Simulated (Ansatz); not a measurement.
The system is SiC.

```
Si C
1.0
     3.07569    0.00000    0.00000
    -1.53785    2.66363    0.00000
     0.00000    0.00000   10.07065
Si C
4 4
Direct
  0.00000 0.00000 0.18789
  0.00000 0.00000 0.68789
  0.33333 0.66667 0.43784
  0.66667 0.33333 0.93784
  0.00000 0.00000 0.00046
  0.00000 0.00000 0.50046
  0.33333 0.66667 0.24980
  0.66667 0.33333 0.74980
```

The cell is a database's computed one.

Base run:

| Quantity | Value |
| --- | --- |
| Program | Ansatz 0.2.0 |
| Functional | BPBE |
| Potentials or basis | Ansatz PAW |
| Cutoff | 420 eV (not typed: the program's choice for these potentials) |
| k mesh | 10 × 10 × 3 |
| Occupations | fermi-dirac, width 0.05 eV |
| Spin | no spin polarisation |

Its results: band gap on the k mesh 2.24 eV, indirect (least direct gap 3.36 eV); pressure 4.1 GPa; largest force 0.005 eV/Å.

**Question.** After a change of settings the same cell gave: band gap on the k mesh 2.14 eV, indirect (least direct gap 3.27 eV); pressure 5.7 GPa; largest force 0.017 eV/Å. Which change was it?
A. functional from BPBE to LDA; potentials or basis from Ansatz PAW to JTH PAW LDA; cutoff from 420 eV (not typed: the program's choice for these potentials) to 780 eV
B. functional from BPBE to PBE; cutoff from 420 eV (not typed: the program's choice for these potentials) to 800 eV
C. functional from BPBE to PBE; cutoff from 420 eV (not typed: the program's choice for these potentials) to 250 eV
D. functional from BPBE to rPW86-PBE

**Answer.** C.

Caveats: the PAW data sets come from PBE, with cores solved anew for the run's functional, which leaves a small shift of forces and pressure (some runs); odd divisions of the mesh miss points on the zone boundary, where band edges often lie, so the gap on the mesh can be too wide (some runs); the pressure holds a Pulay correction of +16.3 GPa for the finite cutoff (some runs); the cutoff lies under the one recommended for these potentials (some runs).
